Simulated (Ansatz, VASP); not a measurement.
HfO2 in VASP and in Ansatz

INCAR

```
PREC = Accurate
ENCUT = 520
EDIFF = 1E-8
ISMEAR = -1
SIGMA = 0.01
LREAL = F
LASPH = T
NELM = 80
ALGO = Normal
ISIF = 2
LWAVE = F
LCHARG = F
LEFG = T
NBANDS = 18
```

The input KPOINTS:

```
regular mesh
0
Gamma
  9 9 9
```

POSCAR

```
HfO2
1.0
    0.0000000000      2.5659967402      2.5659967402
    2.5659967402      0.0000000000      2.5659967402
    2.5659967402      2.5659967402      0.0000000000
Hf O
1 2
Direct
    0.0000000000      0.0000000000      0.0000000000
    0.2500000000      0.2500000000      0.2500000000
    0.7500000000      0.7500000000      0.7500000000
```

Input for Ansatz:

```yaml
crystal:
  lattice:
    - [0.0, 2.5659967402, 2.5659967402]
    - [2.5659967402, 0.0, 2.5659967402]
    - [2.5659967402, 2.5659967402, 0.0]
  atoms:
    - { symbol: Hf, position: [0.0, 0.0, 0.0] }
    - { symbol: O, position: [0.25, 0.25, 0.25] }
    - { symbol: O, position: [0.75, 0.75, 0.75] }
kpoints:
  mp_grid: { grid: [9, 9, 9] }
scf:
  occupations: { method: fermi_dirac, width: 0.01 }
hamiltonian:
  xc: lda
  pseudopotentials: { kind: all_electron, datasets: crystal }
output:
  forces: true
  stress: true
  eigenvalues: true
  efg: { contact_densities: true }
```

Change from the starting cell: volume scaled by 1.01, crystal datasets.

Alike in both runs: task electric field gradients; functional LDA; k mesh 9 × 9 × 9; occupations fermi-dirac, width 0.01 eV; no spin polarisation.

```csv
,VASP,Ansatz
version,VASP 6.6.1,Ansatz 0.2.0
potentials or method,"VASP PAW LDA potentials, release 64 (Hf_pv, O)","all-electron PAW with datasets made for the crystal, scalar-relativistic"
plane-wave cutoff (eV),520,see its input
```

|  | VASP | Ansatz | Ansatz less VASP |
| --- | --- | --- | --- |
| gap on the k mesh at the Fermi level (eV) | 3.60 | 3.58 | -0.021 |
| pressure (GPa) | -21.3 | -18.5 | +2.77 |
| Vzz of the field gradient on the site that differs most (V/Å²) | 0.0 | 0.0 | 0.00 |

Ansatz ran all-electron here, so the differences hold the error of VASP's frozen core and of both bases. Ansatz warned: «gradients_without_spin_orbit».

Caveats: so large a pressure means that the cell lies far from this level's equilibrium, or that cutoff or potentials fall short (VASP); spin-orbit coupling is left out, which moves the levels of the heavy elements; an odd mesh through Γ misses points on the zone boundary, where band edges often lie.
